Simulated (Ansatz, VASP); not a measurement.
## One calculation of SnO, two programs

```
Sn O
1.0
     0.00000    2.70821    2.57307
     2.70821    0.00000    2.57307
     2.70821    2.70821    0.00000
Sn O
1 1
Direct
  0.00000 0.00000 0.00000
  0.25000 0.25000 0.25000
```

Change from the starting cell: uniaxial_z strain -5.0%.

Alike in both runs: task single point; functional r2SCAN; k mesh 8 × 8 × 8; occupations fermi-dirac, width 0.02 eV; no spin polarisation.

|  | VASP | Ansatz |
| --- | --- | --- |
| version | VASP 6.6.1 | Ansatz 0.2.0 |
| potentials or method | VASP PAW PBE potentials, release 64 (Sn_d, O) | plane waves, PAW |
| plane-wave cutoff (eV) | 520 | 500 |
| valence electrons in the cell | 20 | 20 |

|  | VASP | Ansatz | Ansatz less VASP |
| --- | --- | --- | --- |
| pressure (GPa) | 3.6 | 3.2 | -0.40 |
| largest component of the traceless stress (GPa) | 0.19 | 0.15 | -0.038 |

The functional is the same, so the differences come from potentials, cutoffs and numerics.

Caveats: the PAW data sets were made with another functional, which shifts forces and pressure a little (VASP).
